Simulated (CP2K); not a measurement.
Input of a CP2K 2026.2 run:

caf2_scf.inp

```
&GLOBAL
  PROJECT caf2_scf
  RUN_TYPE ENERGY_FORCE
  PRINT_LEVEL LOW
&END GLOBAL
&FORCE_EVAL
  METHOD QS
  STRESS_TENSOR ANALYTICAL
  &DFT
    BASIS_SET_FILE_NAME BASIS_MOLOPT_UZH
    POTENTIAL_FILE_NAME POTENTIAL_UZH
    &MGRID
      CUTOFF 750
      REL_CUTOFF 60
      NGRIDS 5
    &END MGRID
    &QS
      METHOD GPW
      EPS_DEFAULT 1.0E-10
    &END QS
    &KPOINTS
      SCHEME MONKHORST-PACK 8 8 8
      GAMMA_CENTERED T
      SYMMETRY T
      SYMMETRY_BACKEND SPGLIB
    &END KPOINTS
    &SCF
      SCF_GUESS ATOMIC
      EPS_SCF 1.0E-6
      MAX_SCF 100
      ADDED_MOS 12
      CHOLESKY OFF
      EPS_EIGVAL 1.0E-7
      &DIAGONALIZATION ON
        ALGORITHM STANDARD
      &END DIAGONALIZATION
      &MIXING ON
        METHOD BROYDEN_MIXING
        ALPHA 0.4
        BETA 1.5
        NBUFFER 8
      &END MIXING
      &SMEAR ON
        METHOD FERMI_DIRAC
        ELECTRONIC_TEMPERATURE [K] 580.226
      &END SMEAR
    &END SCF
    &XC
      &XC_FUNCTIONAL
        &GGA_X_PBE
        &END GGA_X_PBE
        &GGA_C_PBE
        &END GGA_C_PBE
      &END XC_FUNCTIONAL
    &END XC
    &PRINT
      &KPOINTS ON
      &END KPOINTS
      &MULLIKEN ON
      &END MULLIKEN
      &MO ON
        ENERGIES T
        OCCUPATION_NUMBERS T
        &EACH
          QS_SCF 0
        &END EACH
        ADD_LAST NUMERIC
      &END MO
      &LOWDIN ON
      &END LOWDIN
      &HIRSHFELD ON
        SHAPE_FUNCTION DENSITY
      &END HIRSHFELD
      &E_DENSITY_CUBE ON
        STRIDE 2
      &END E_DENSITY_CUBE
      &V_HARTREE_CUBE ON
        STRIDE 2
      &END V_HARTREE_CUBE
      &ELF_CUBE ON
        STRIDE 2
      &END ELF_CUBE
    &END PRINT
  &END DFT
  &SUBSYS
    &CELL
      ABC 3.8622172388 3.8622172389 3.8622172388
      ALPHA_BETA_GAMMA 59.9999999996 60.0000000003 60.0000000005
      PERIODIC XYZ
    &END CELL
    &COORD
      SCALED
      Ca  0.0183600000 -0.0073850000 -0.0106090000
      F   0.7429940000 0.7543250000 0.7580690000
      F   0.2524690000 0.2397480000 0.2418440000
    &END COORD
    &KIND Ca
      BASIS_SET TZVP-MOLOPT-PBE-GTH-q10
      POTENTIAL GTH-PBE-q10
    &END KIND
    &KIND F
      BASIS_SET TZVP-MOLOPT-PBE-GTH-q7
      POTENTIAL GTH-PBE-q7
    &END KIND
    &PRINT
      &ATOMIC_COORDINATES ON
      &END ATOMIC_COORDINATES
      &CELL ON
      &END CELL
      &SYMMETRY ON
      &END SYMMETRY
    &END PRINT
  &END SUBSYS
  &PRINT
    &FORCES ON
    &END FORCES
    &STRESS_TENSOR ON
    &END STRESS_TENSOR
  &END PRINT
&END FORCE_EVAL
```

Potentials or basis: POTENTIAL_UZH Ca GTH-PBE-q10, F GTH-PBE-q7; TZVP-MOLOPT-PBE-GTH basis.

Command:

```sh
$ OMP_NUM_THREADS=1 cp2k.psmp -i caf2_scf.inp -o caf2_scf.out
```

Predict the pressure.

3.4 GPa.

What does it give for the band gap on the k mesh?

7.23 eV, indirect (least direct gap 7.49 eV).

Estimate the Mulliken charges.

Ca +1.49; F -0.75 e.

Estimate the Hirshfeld charges.

Ca +0.43; F -0.22 e.

Stress tensor (GPa, compression positive):
```
4.44 0.07 0.07
0.07 3.12 0.59
0.07 0.59 2.68
```

Caveat: the basis of atomic orbitals isn't converged, which shifts pressures, moduli and gaps. A k mesh can miss the band edges.
